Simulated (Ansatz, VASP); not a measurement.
One calculation of Nb, two programs

INCAR

```
  PREC = Accurate
  ENCUT = 520
  EDIFF = 1E-7
  ISMEAR = 0
  SIGMA = 0.1
  LREAL = F
  LASPH = T
  NELM = 60
  ALGO = Fast
  ISIF = 2
  LWAVE = F
  LCHARG = T
  GGA = PS
  LELF = T
  LVHAR = T
  NBANDS = 12
```

Contents of KPOINTS:

```
Automatic mesh
0
Gamma
  8 8 8
```

POSCAR

```
Nb
1.0
    0.0000000000      2.0102686753      2.0102686753
    2.0102686753      0.0000000000      2.0102686753
    2.0102686753      2.0102686753      0.0000000000
Nb
1
Direct
    0.0000000000      0.0000000000      0.0000000000
```

Input for Ansatz:

```yaml
crystal:
  lattice:
    - [0.0, 2.0102686753, 2.0102686753]
    - [2.0102686753, 0.0, 2.0102686753]
    - [2.0102686753, 2.0102686753, 0.0]
  atoms:
    - { symbol: Nb, position: [0.0, 0.0, 0.0] }
basis:
  ecutwfc: 420
kpoints:
  mp_grid: { grid: [8, 8, 8] }
hamiltonian:
  xc: pbesol
scf:
  occupations: { method: gaussian, width: 0.1 }
output:
  forces: true
  stress: true
  eigenvalues: true
```

Alike in both runs: task single point; functional PBEsol; k mesh 8 × 8 × 8; occupations gaussian, width 0.1 eV; no spin polarisation.

|  | VASP | Ansatz |
| --- | --- | --- |
| version | VASP 6.6.1 | Ansatz 0.2.0 |
| potentials or method | VASP PAW PBE potentials, release 64 (Nb_sv) | scalar-relativistic, plane waves, PAW |
| plane-wave cutoff (eV) | 520 | 420 |
| valence electrons in the cell | 13 | 13 |

```tsv
	VASP	Ansatz	Ansatz less VASP
gap on the k mesh at the Fermi level (eV)	none	none	-
pressure (GPa)	22.0	22.3	+0.36
```

A gap of «none» marks a metal or a gap that the smearing closes.

Caveats: so large a pressure means that the cell lies far from this level's equilibrium, or that cutoff or potentials fall short (VASP); the potentials were made for another functional, which shifts forces and pressure (VASP).
